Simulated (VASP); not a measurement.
A run of VASP 6.6.1:

Contents of INCAR:

```
PREC = Accurate
ENCUT = 520
EDIFF = 1E-7
ISMEAR = 0
SIGMA = 0.02
LREAL = False
LASPH = True
NELM = 100
ALGO = Normal
ISIF = 3
LWAVE = False
LCHARG = False
GGA = PS
IBRION = 2
NSW = 80
EDIFFG = -0.002
KPAR = 4
```

KPOINTS

```
Automatic mesh
0
Gamma
  8 8 8
```

Contents of POSCAR:

```
SnTe                                    
1.0
    0.0000000000      3.1443929232      3.1443929232
    3.1443929232      0.0000000000      3.1443929232
    3.1443929232      3.1443929232     -0.0000000000
  Sn              Te            
     1     1
Direct
     0.0000000000000000    0.0000000000000000    0.0000000000000000
     0.5000000000000000    0.5000000000000000    0.5000000000000000
```

Potentials or basis: VASP PAW PBE potentials, release 64 (Sn_d, Te).

Launch:

```sh
$ cat potpaw_PBE.64/Sn_d/POTCAR potpaw_PBE.64/Te/POTCAR > POTCAR
$ mpirun -np 4 vasp_std > vasp.out
```

Hardware: 4 MPI ranks on Intel(R) Xeon(R) Platinum 8488C (Sapphire Rapids), on a shared host.

**Question.** Estimate the wall time of this run.

**Answer.** It took 17 s on 4 MPI ranks on Intel(R) Xeon(R) Platinum 8488C (Sapphire Rapids), with other jobs on the host, peak memory 0.2 GiB a rank. Counts: scf iterations 14, k points 29, ion steps 1.
